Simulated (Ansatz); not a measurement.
Stackings of close-packed layers of CoO (capitals for Co, lower case for the other element), each relaxed to a stress under 0.05 GPa; energies count from the stacking AcBaCb (R-3m).

Level of theory: DFT PBE, scalar-relativistic, plane waves, PAW (Ansatz 0.2.0).

Cutoff 420 eV, Gaussian smearing of 0.10 eV, energies at zero smearing, symmetry of each start kept, collinear spin where a moment is listed.

| start | atoms | k mesh | excess energy (meV/atom) | excess energy on a denser mesh (meV/atom) | spacing of like layers (Å) | a (Å) | size of the moment (μB per cell) | denser mesh |
| --- | --- | --- | --- | --- | --- | --- | --- | --- |
| AbAc | 4 | 12×12×9 | -63.0 | -63.1 | 2.591 | 2.915 | 5.97 | 21×21×18 |
| AcBc | 4 | 12×12×9 | 60.7 | 60.6 | 2.714 | 2.842 | 6.00 | 21×21×18 |
| AcBcAbCb | 8 | 12×12×5 | 31.7 | 31.6 | 2.669 | 2.870 | 11.97 | 21×21×10 |
| AcBaCbAbCaBc | 12 | 12×12×3 | 19.7 | 19.6 | 2.657 | 2.876 | 17.81 | 21×21×6 |

Zero in every row: gap on the mesh (eV).

The state reached may not be the lowest one. The program reads another magnetic order as possibly lower. Moments started parallel, and an antiferromagnetic order may lie lower.

Small energy differences in metals hang on the k mesh (about 10 mJ/m² or 1 to 2 meV/atom on the mesh of the relaxation).

Cost: 4 runs of about 28 core-minutes in all, on Arm Neoverse V2 (shared hosts).